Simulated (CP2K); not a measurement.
Ti:

```
Ti
1.0
     2.95000    0.00000    0.00000
    -1.47500    2.55477    0.00000
     0.00000    0.00000    4.68000
Ti
2
Direct
  0.66667 0.33333 0.75000
  0.33333 0.66667 0.25000
```

Program: CP2K 2026.2. Alike in all runs: no spin polarisation; cell as given; k mesh 10 × 10 × 6.

Problem. Order these runs on this cell by their pressure, lowest first.
A. level PBEsol; potentials or basis POTENTIAL_UZH Ti GTH-PBE-q12; TZVP-MOLOPT-PBE-GTH basis; smearing fermi-dirac 0.05 eV; EPS_DEFAULT 1.0E-10; NGRIDS 5; basis sets Ti TZVP-MOLOPT-PBE-GTH-q12; potentials Ti GTH-PBE-q12 of POTENTIAL_UZH
B. level r2SCAN; potentials or basis POTENTIAL_UZH Ti GTH-SCAN-q12; TZVP-MOLOPT-SCAN-GTH basis; smearing fermi-dirac 0.0259 eV; EPS_DEFAULT 1.0E-9; NGRIDS 4; basis sets Ti TZVP-MOLOPT-SCAN-GTH-q12; potentials Ti GTH-SCAN-q12 of POTENTIAL_UZH; points a segment of the path (NPOINTS) 10
C. level LDA; potentials or basis GTH_POTENTIALS Ti GTH-PADE-q12; TZVP-MOLOPT-PBE-GTH basis; smearing fermi-dirac 0.0259 eV; EPS_DEFAULT 1.0E-9; NGRIDS 5; basis sets Ti TZVP-MOLOPT-PBE-GTH-q12; potentials Ti GTH-PADE-q12 of GTH_POTENTIALS; points a segment of the path (NPOINTS) 8

Solution. C (-9.5 GPa), A (-5.5 GPa), B (-1.6 GPa).

Caveats: the basis of atomic orbitals isn't converged, which shifts pressures, moduli and gaps; the potentials were made for another functional, which shifts forces and pressure (some runs).

Not every run made on this cell is shown here.
